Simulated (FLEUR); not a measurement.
# Bi (Im-3m) in FLEUR: further runs

Runs on Bi. Level: r2SCAN. Tasks: band structure, equation of state.

All numbers are computed with FLEUR MaX-R8.1 (later development tree); they aren't measurements. Logs are shortened: lines on timing, memory, paths and dates and some standing lists are left out, and cuts for length are marked.

## (1) Starting point

The structure is cubic, space group Im-3m (No. 229). The conventional cell has a = 3.963 Å, b = 3.963 Å, c = 3.963 Å, α = 90.00°, β = 90.00°, γ = 90.00°. Bi (site symmetry m-3m) is surrounded by 8 Bi at 3.43 Å.

This isn't the form of Bi at room conditions, which is rhombohedral.

## (2) Band structure, r2SCAN

The input, inp.xml:

```xml
<?xml version="1.0" encoding="UTF-8" standalone="no"?>
<fleurInput fleurInputVersion="0.39">
   <comment>
      Bi                                                                                                  
   </comment>
   <calculationSetup>
      <cutoffs Kmax="4.1" Gmax="12.7" GmaxXC="12.7" numbands="0"/>
      <scfLoop itmax="80" minDistance="0.0001" maxIterBroyd="30" imix="Anderson" alpha="0.05" precondParam="0.0" spinf="2.0" sdNocoIR="T"/>
      <coreElectrons ctail="F" frcor="F" kcrel="0" coretail_lmax="0"/>
      <xcFunctional name="LibXC" relativisticCorrections="F">
         <LibXCName exchange="mgga_x_r2scan" correlation="mgga_c_r2scan"/>
         <AuxGGA exchange="117" correlation="130"/>
      </xcFunctional>
      <magnetism jspins="1"/>
      <soc l_soc="F" theta="0.0" phi="0.0" spav="F"/>
      <expertModes spex="0" secvar="F"/>
      <geometryOptimization l_f="F" forcealpha="1.0" forcemix="BFGS" epsdisp="0.00001" epsforce="0.00001"/>
      <ldaU l_linMix="F" mixParam="0.05" spinf="1.0"/>
   </calculationSetup>
   <cell>
      <bzIntegration valenceElectrons="21.0" mode="hist" fermiSmearingEnergy="0.00183747">
         <kPointListSelection listName="default-1"/>
         <!-- k-points included here -->
         <xi:include xmlns:xi="http://www.w3.org/2001/XInclude" href="kpts.xml"> </xi:include>
      </bzIntegration>
      <!-- symmetry operations included here -->
      <xi:include xmlns:xi="http://www.w3.org/2001/XInclude" href="sym.xml"> </xi:include>
      <bulkLattice scale="1.0">
         <bravaisMatrix>
            <row-1>   -3.7443610400225311     3.7443610400225311     3.7443610400225311</row-1>
            <row-2>    3.7443610400225311    -3.7443610400225311     3.7443610400225311</row-2>
            <row-3>    3.7443610400225311     3.7443610400225311    -3.7443610400225311</row-3>
         </bravaisMatrix>
      </bulkLattice>
   </cell>
   <atomSpecies>
      <species name="Bismuth (Bi)" element="Bi" atomicNumber="83">
         <mtSphere radius="2.66" gridPoints="879" logIncrement="0.015"/>
         <atomicCutoffs lmax="10" lnonsphr="10"/>
         <electronConfig flipSpins="F">
            <coreConfig>(1s1/2) (2s1/2) (2p1/2) (2p3/2) (3s1/2) (3p1/2) (3p3/2) (4s1/2) (3d3/2) (3d5/2) (4p1/2) (4p3/2) (5s1/2) (4d3/2) (4d5/2) (4f5/2) (4f7/2)</coreConfig>
            <valenceConfig>(5p1/2) (5p3/2) (6s1/2) (5d3/2) (5d5/2) (6p1/2) (6p3/2)</valenceConfig>
            <stateOccupation state="(6p1/2)" spinUp="0.500000" spinDown="0.500000"/>
            <stateOccupation state="(6p3/2)" spinUp="1.000000" spinDown="1.000000"/>
         </electronConfig>
         <energyParameters s="6" p="6" d="5" f="5"/>
         <lo type="SCLO" l="1" n="5" eDeriv="0"/>
         <lo type="SCLO" l="1" n="5" eDeriv="1"/>
         <lo type="SCLO" l="0" n="6" eDeriv="2"/>
         <lo type="SCLO" l="2" n="5" eDeriv="2"/>
         <lo type="SCLO" l="3" n="5" eDeriv="2"/>
      </species>
   </atomSpecies>
   <atomGroups>
      <atomGroup species="Bismuth (Bi)">
         <relPos label="                   1">.0000000000 .0000000000 .0000000000</relPos>
         <force calculate="T" relaxXYZ="TTT"/>
      </atomGroup>
   </atomGroups>
   <output dos="F" band="F" slice="F">
      <checks vchk="F" cdinf="F"/>
      <bandDOS minEnergy="-.5*Htr" maxEnergy="0.5*Htr" sigma="0.015" storeEVData="T"/>
      <vacuumDOS vacdos="F" integ="F" star="F" nstars="0" locx1="0.0" locy1="0.0" locx2="0.0" locy2="0.0" nstm="0" tworkf="0.0"/>
      <unfoldingBand unfoldBand="F" supercellX="1" supercellY="1" supercellZ="1"/>
      <plotting iplot="0" polar="F">
         <plot TwoD="T" vec1="  1.0  0.0  0.0" vec2="  0.0  1.0  0.0" vec3="  0.0  0.0  1.0" zero="  0.0  0.0  0.0" file="plot"/>
      </plotting>
      <chargeDensitySlicing numkpt="0" minEigenval="0.0" maxEigenval="0.0" nnne="0" pallst="F"/>
      <specialOutput eonly="F"/>
      <moessbauerParams electricFieldGradient="T" isomerShift="T" coreHyperfine="T" valenceHyperfine="T"/>
      <magneticCircularDichroism mcd="F" energyLo="-10.0" energyUp="0.0"/>
   </output>
  <!-- We include the file relax.xml here to enable relaxations (see documentation) -->
  <xi:include xmlns:xi="http://www.w3.org/2001/XInclude" href="relax.xml"> <xi:fallback/> </xi:include>
</fleurInput>
```

The input, crystal.txt:

```
Bi
&input cartesian=F /
-1.9814305318  1.9814305318  1.9814305318
1.9814305318  -1.9814305318  1.9814305318
1.9814305318  1.9814305318  -1.9814305318
1.8897261246
1.0 1.0 1.0

1
83 0.0000000000  0.0000000000  0.0000000000

&kpt div1=9 div2=9 div3=9 gamma=T /
```

The input, inp.xml (bands):

```
<?xml version="1.0" encoding="UTF-8" standalone="no"?>
<fleurInput fleurInputVersion="0.39">
   <comment>
      Bi                                                                                                  
   </comment>
   <calculationSetup>
      <cutoffs Kmax="4.1" Gmax="12.7" GmaxXC="12.7" numbands="0"/>
      <scfLoop itmax="80" minDistance="0.0001" maxIterBroyd="30" imix="Anderson" alpha="0.05" precondParam="0.0" spinf="2.0" sdNocoIR="T"/>
      <coreElectrons ctail="F" frcor="F" kcrel="0" coretail_lmax="0"/>
      <xcFunctional name="LibXC" relativisticCorrections="F">
         <LibXCName exchange="mgga_x_r2scan" correlation="mgga_c_r2scan"/>
         <AuxGGA exchange="117" correlation="130"/>
      </xcFunctional>
      <magnetism jspins="1"/>
      <soc l_soc="F" theta="0.0" phi="0.0" spav="F"/>
      <expertModes spex="0" secvar="F"/>
      <geometryOptimization l_f="F" forcealpha="1.0" forcemix="BFGS" epsdisp="0.00001" epsforce="0.00001"/>
      <ldaU l_linMix="F" mixParam="0.05" spinf="1.0"/>
   </calculationSetup>
   <cell>
      <bzIntegration valenceElectrons="21.0" mode="hist" fermiSmearingEnergy="0.00183747">
         <kPointListSelection listName="path-1"/>
         <!-- k-points included here -->
         <xi:include xmlns:xi="http://www.w3.org/2001/XInclude" href="kpts.xml"> </xi:include>
      </bzIntegration>
      <!-- symmetry operations included here -->
      <xi:include xmlns:xi="http://www.w3.org/2001/XInclude" href="sym.xml"> </xi:include>
      <bulkLattice scale="1.0">
         <bravaisMatrix>
            <row-1>   -3.7443610400225311     3.7443610400225311     3.7443610400225311</row-1>
            <row-2>    3.7443610400225311    -3.7443610400225311     3.7443610400225311</row-2>
            <row-3>    3.7443610400225311     3.7443610400225311    -3.7443610400225311</row-3>
         </bravaisMatrix>
      </bulkLattice>
   </cell>
   <atomSpecies>
      <species name="Bismuth (Bi)" element="Bi" atomicNumber="83">
         <mtSphere radius="2.66" gridPoints="879" logIncrement="0.015"/>
         <atomicCutoffs lmax="10" lnonsphr="10"/>
         <electronConfig flipSpins="F">
            <coreConfig>(1s1/2) (2s1/2) (2p1/2) (2p3/2) (3s1/2) (3p1/2) (3p3/2) (4s1/2) (3d3/2) (3d5/2) (4p1/2) (4p3/2) (5s1/2) (4d3/2) (4d5/2) (4f5/2) (4f7/2)</coreConfig>
            <valenceConfig>(5p1/2) (5p3/2) (6s1/2) (5d3/2) (5d5/2) (6p1/2) (6p3/2)</valenceConfig>
            <stateOccupation state="(6p1/2)" spinUp="0.500000" spinDown="0.500000"/>
            <stateOccupation state="(6p3/2)" spinUp="1.000000" spinDown="1.000000"/>
         </electronConfig>
         <energyParameters s="6" p="6" d="5" f="5"/>
         <lo type="SCLO" l="1" n="5" eDeriv="0"/>
         <lo type="SCLO" l="1" n="5" eDeriv="1"/>
         <lo type="SCLO" l="0" n="6" eDeriv="2"/>
         <lo type="SCLO" l="2" n="5" eDeriv="2"/>
         <lo type="SCLO" l="3" n="5" eDeriv="2"/>
      </species>
   </atomSpecies>
   <atomGroups>
      <atomGroup species="Bismuth (Bi)">
         <relPos label="                   1">.0000000000 .0000000000 .0000000000</relPos>
         <force calculate="T" relaxXYZ="TTT"/>
      </atomGroup>
   </atomGroups>
   <output dos="F" band="T" slice="F">
      <checks vchk="F" cdinf="F"/>
      <bandDOS minEnergy="-.5*Htr" maxEnergy="0.5*Htr" sigma="0.015" storeEVData="T"/>
      <vacuumDOS vacdos="F" integ="F" star="F" nstars="0" locx1="0.0" locy1="0.0" locx2="0.0" locy2="0.0" nstm="0" tworkf="0.0"/>
      <unfoldingBand unfoldBand="F" supercellX="1" supercellY="1" supercellZ="1"/>
      <plotting iplot="0" polar="F">
         <plot TwoD="T" vec1="  1.0  0.0  0.0" vec2="  0.0  1.0  0.0" vec3="  0.0  0.0  1.0" zero="  0.0  0.0  0.0" file="plot"/>
      </plotting>
      <chargeDensitySlicing numkpt="0" minEigenval="0.0" maxEigenval="0.0" nnne="0" pallst="F"/>
      <specialOutput eonly="F"/>
      <moessbauerParams electricFieldGradient="T" isomerShift="T" coreHyperfine="T" valenceHyperfine="T"/>
      <magneticCircularDichroism mcd="F" energyLo="-10.0" energyUp="0.0"/>
   </output>
  <!-- We include the file relax.xml here to enable relaxations (see documentation) -->
  <xi:include xmlns:xi="http://www.w3.org/2001/XInclude" href="relax.xml"> <xi:fallback/> </xi:include>
</fleurInput>
```

Potentials or basis: all-electron, FLAPW.

On the command line:

```sh
$ inpgen -f crystal.txt -profile fastHighL
$ # inp.xml edited to the form shown
$ fleur_MPI
$ fleur_MPI   # second run, on inp.xml (bands)
```

The log of the run:

```text
Welcome to FLEUR        (www.flapw.de)
      MaX-Release 8.1          (www.max-centre.eu)
 func_ids         498         497         498         497
 MetaGGA potential functional detected - V_tau will be computed
 Auxiliary Potential for radial basis: exchange=         117  correlation=         130
The functional 'Re-regularized SCAN exchange by Furness et al' is an exchange functional, it belongs to the 'MGGA' family and is defined in the reference(s):
[1] J. W. Furness, A. D. Kaplan, J. Ning, J. P. Perdew, and J. Sun.,  J. Phys. Chem. Lett. 11, 8208-8215 (2020)
[2] J. W. Furness, A. D. Kaplan, J. Ning, J. P. Perdew, and J. Sun.,  J. Phys. Chem. Lett. 11, 9248-9248 (2020)
The functional 'Re-regularized SCAN correlation by Furness et al' is a correlation functional, it belongs to the 'MGGA' family and is defined in the reference(s):
[1] J. W. Furness, A. D. Kaplan, J. Ning, J. P. Perdew, and J. Sun.,  J. Phys. Chem. Lett. 11, 8208-8215 (2020)
[2] J. W. Furness, A. D. Kaplan, J. Ning, J. P. Perdew, and J. Sun.,  J. Phys. Chem. Lett. 11, 9248-9248 (2020)
 Using same functional for VXC and EXC

 ========== k-point set info ==========
 Selected k-point list: default-1
 k-point list type: mesh
 9 x 9 x 9
 Number of k points: 35

 ------------Calculation Setup---------------------------
 Number of MPI-tasks      :            1
 Number of PE/node        :            1
 Number of OMP-threads    :            1
 Most efficient MPI parallelization for:
           1           5           7          35
 Additional eigenvalue parallelization possible
 Number of basis functions:          285
 Approximate size of matrices (H+S) per k-point:         0.001 GB
 --------------------------------------------------------
The functional 'Hammer, Hansen, and Norskov' is an exchange functional, it belongs to the 'GGA' family and is defined in the reference(s):
[1] B. Hammer, L. B. Hansen, and J. K. Nørskov.,  Phys. Rev. B 59, 7413 (1999)
The functional 'Perdew, Burke & Ernzerhof' is a correlation functional, it belongs to the 'GGA' family and is defined in the reference(s):
[1] J. P. Perdew, K. Burke, and M. Ernzerhof.,  Phys. Rev. Lett. 77, 3865 (1996)
[2] J. P. Perdew, K. Burke, and M. Ernzerhof.,  Phys. Rev. Lett. 78, 1396 (1997)
 Using same functional for VXC and EXC
 Using auxiliary GGA potential for the first iteration of MetaGGA calculation.
 Reset of history
 Reset of history
 Iteration:     1   Distance:      54.71444020 me/bohr^3
The functional 'Hammer, Hansen, and Norskov' is an exchange functional, it belongs to the 'GGA' family and is defined in the reference(s):
[1] B. Hammer, L. B. Hansen, and J. K. Nørskov.,  Phys. Rev. B 59, 7413 (1999)
The functional 'Perdew, Burke & Ernzerhof' is a correlation functional, it belongs to the 'GGA' family and is defined in the reference(s):
[1] J. P. Perdew, K. Burke, and M. Ernzerhof.,  Phys. Rev. Lett. 77, 3865 (1996)
[2] J. P. Perdew, K. Burke, and M. Ernzerhof.,  Phys. Rev. Lett. 78, 1396 (1997)
 Using same functional for VXC and EXC
 Iteration:     2   Distance:      51.88762397 me/bohr^3
The functional 'Hammer, Hansen, and Norskov' is an exchange functional, it belongs to the 'GGA' family and is defined in the reference(s):
[1] B. Hammer, L. B. Hansen, and J. K. Nørskov.,  Phys. Rev. B 59, 7413 (1999)
The functional 'Perdew, Burke & Ernzerhof' is a correlation functional, it belongs to the 'GGA' family and is defined in the reference(s):
[1] J. P. Perdew, K. Burke, and M. Ernzerhof.,  Phys. Rev. Lett. 77, 3865 (1996)
[2] J. P. Perdew, K. Burke, and M. Ernzerhof.,  Phys. Rev. Lett. 78, 1396 (1997)
 Using same functional for VXC and EXC
 Iteration:     3   Distance:      49.27728133 me/bohr^3
The functional 'Hammer, Hansen, and Norskov' is an exchange functional, it belongs to the 'GGA' family and is defined in the reference(s):
[1] B. Hammer, L. B. Hansen, and J. K. Nørskov.,  Phys. Rev. B 59, 7413 (1999)
The functional 'Perdew, Burke & Ernzerhof' is a correlation functional, it belongs to the 'GGA' family and is defined in the reference(s):
[1] J. P. Perdew, K. Burke, and M. Ernzerhof.,  Phys. Rev. Lett. 77, 3865 (1996)
[2] J. P. Perdew, K. Burke, and M. Ernzerhof.,  Phys. Rev. Lett. 78, 1396 (1997)
 Using same functional for VXC and EXC
 Iteration:     4   Distance:       1.74460385 me/bohr^3
The functional 'Hammer, Hansen, and Norskov' is an exchange functional, it belongs to the 'GGA' family and is defined in the reference(s):
[1] B. Hammer, L. B. Hansen, and J. K. Nørskov.,  Phys. Rev. B 59, 7413 (1999)
The functional 'Perdew, Burke & Ernzerhof' is a correlation functional, it belongs to the 'GGA' family and is defined in the reference(s):
[1] J. P. Perdew, K. Burke, and M. Ernzerhof.,  Phys. Rev. Lett. 77, 3865 (1996)
[2] J. P. Perdew, K. Burke, and M. Ernzerhof.,  Phys. Rev. Lett. 78, 1396 (1997)
 Using same functional for VXC and EXC
 Iteration:     5   Distance:       0.44871704 me/bohr^3
The functional 'Hammer, Hansen, and Norskov' is an exchange functional, it belongs to the 'GGA' family and is defined in the reference(s):
[... 18 lines left out ...]
 Using same functional for VXC and EXC
 Iteration:     8   Distance:       0.00937324 me/bohr^3
The functional 'Hammer, Hansen, and Norskov' is an exchange functional, it belongs to the 'GGA' family and is defined in the reference(s):
[1] B. Hammer, L. B. Hansen, and J. K. Nørskov.,  Phys. Rev. B 59, 7413 (1999)
The functional 'Perdew, Burke & Ernzerhof' is a correlation functional, it belongs to the 'GGA' family and is defined in the reference(s):
[1] J. P. Perdew, K. Burke, and M. Ernzerhof.,  Phys. Rev. Lett. 77, 3865 (1996)
[2] J. P. Perdew, K. Burke, and M. Ernzerhof.,  Phys. Rev. Lett. 78, 1396 (1997)
 Using same functional for VXC and EXC
 Iteration:     9   Distance:       0.00764240 me/bohr^3
The functional 'Hammer, Hansen, and Norskov' is an exchange functional, it belongs to the 'GGA' family and is defined in the reference(s):
[1] B. Hammer, L. B. Hansen, and J. K. Nørskov.,  Phys. Rev. B 59, 7413 (1999)
The functional 'Perdew, Burke & Ernzerhof' is a correlation functional, it belongs to the 'GGA' family and is defined in the reference(s):
[1] J. P. Perdew, K. Burke, and M. Ernzerhof.,  Phys. Rev. Lett. 77, 3865 (1996)
[2] J. P. Perdew, K. Burke, and M. Ernzerhof.,  Phys. Rev. Lett. 78, 1396 (1997)
 Using same functional for VXC and EXC
 Iteration:    10   Distance:       0.00086330 me/bohr^3
The functional 'Hammer, Hansen, and Norskov' is an exchange functional, it belongs to the 'GGA' family and is defined in the reference(s):
[1] B. Hammer, L. B. Hansen, and J. K. Nørskov.,  Phys. Rev. B 59, 7413 (1999)
The functional 'Perdew, Burke & Ernzerhof' is a correlation functional, it belongs to the 'GGA' family and is defined in the reference(s):
[1] J. P. Perdew, K. Burke, and M. Ernzerhof.,  Phys. Rev. Lett. 77, 3865 (1996)
[2] J. P. Perdew, K. Burke, and M. Ernzerhof.,  Phys. Rev. Lett. 78, 1396 (1997)
 Using same functional for VXC and EXC
 Iteration:    11   Distance:       0.00005698 me/bohr^3

 ********************************************************************
 Run finished successfully
 Stop message:
   all done
 ********************************************************************
```

Wall time 21 s (1 thread of Arm Neoverse V1, shared host); peak memory 0.08 GiB.

What came out:

```
Free energy                                           : -587190.6655 eV
Band gap along the path                               : none (metal or under the smearing width)
Valence electrons inside the program's atomic spheres : Bi 18.79 (radii Bi 2.66 bohr)
```

Levels at the corners of the path, in eV from the Fermi level:
| point | band 9 | band 10 | band 11 | band 12 | band 13 | band 14 |
| --- | --- | --- | --- | --- | --- | --- |
| Γ | -14.22 | 5.26 | 5.26 | 5.26 | 10.05 | 11.11 |
| H | -8.65 | -2.07 | -2.07 | -2.07 | 3.92 | 3.92 |
| N | -10.96 | -5.40 | 1.47 | 3.62 | 6.49 | 7.92 |
| Γ | -14.22 | 5.26 | 5.26 | 5.26 | 10.05 | 11.11 |
| P | -10.40 | -2.50 | -2.50 | -2.50 | 15.91 | 15.91 |
| H | -8.65 | -2.07 | -2.07 | -2.07 | 3.92 | 3.92 |
| P | -10.40 | -2.50 | -2.50 | -2.50 | 15.91 | 15.91 |
| N | -10.96 | -5.40 | 1.47 | 3.62 | 6.49 | 7.92 |

Core levels (eV from the Fermi level):
| atom | levels |
| --- | --- |
| 1 Bi | 1s1/2 -90523.2, 2s1/2 -16246.9, 2p1/2 -15606.0, 2p3/2 -13285.8, 3s1/2 -3918.6, 3p1/2 -3629.8, 3p3/2 -3110.2, 4s1/2 -896.7, 3d3/2 -2638.7, 3d5/2 -2528.6, 4p1/2 -771.2, 4p3/2 -643.2, 5s1/2 -153.3, 4d3/2 -439.6, 4d5/2 -415.7, 4f5/2 -151.5, 4f7/2 -146.0 |

Caveat: the meta-GGA is that of a development version, with a GGA for the radial functions and cores and without core tails; spin-orbit coupling is left out, which moves the levels of the heavy elements.

[end of part 1 of 2]
